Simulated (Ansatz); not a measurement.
## Structure relaxation of Mo

Theory: DFT PBEsol, scalar-relativistic, plane waves, PAW in Ansatz. Cutoff 420 eV, Γ-centred k mesh, Gaussian smearing, no spin polarisation in the final step.

The start puts Mo on the simple hexagonal structure type (P6/mmm, No. 191), at a guessed volume.

```
CELL_PARAMETERS angstrom
2.71263 0.00000 0.00000
-1.35632 2.34921 0.00000
0.00000 0.00000 2.53461
ATOMIC_POSITIONS crystal
Mo 0.00000 0.00000 0.00000
```

Cell and atoms relax at zero pressure; the relaxation can't lower the symmetry of the start.

Energies count from the standard state of Mo at the same level.

**Question.** What does it relax into?

**Answer.** It keeps P6/mmm (No. 191). The result has the simple hexagonal structure. Conventional cell: a = 2.744 Å, c = 2.493 Å. Mo is coordinated by 2 Mo at 2.49 Å and 6 Mo at 2.74 Å.

```xyz
1
Lattice="2.7440 0.0000 0.0000 -1.3720 2.3764 0.0000 0.0000 0.0000 2.4927" Properties=species:S:1:pos:R:3 pbc="T T T"
Mo    0.0000    0.0000    0.0000
```

**Question.** What are its volume, energy, density and gap?

**Answer.** The volume per atom is 16.25 Å³ and the density is 9.80 g/cm³. The energy over the standard structure is 0.91 eV/atom and the gap on the 24×24×22 mesh is 0 eV (a metal).

The final run used a 24×24×22 mesh on its 1-atom cell and 0.10 eV smearing. The k mesh leaves about 4 meV/atom of noise in metals. Symmetry constrained the relaxation, so the result can be a saddle point. The steps took about 40 core-seconds in all.

This form isn't the element's structure at ambient conditions.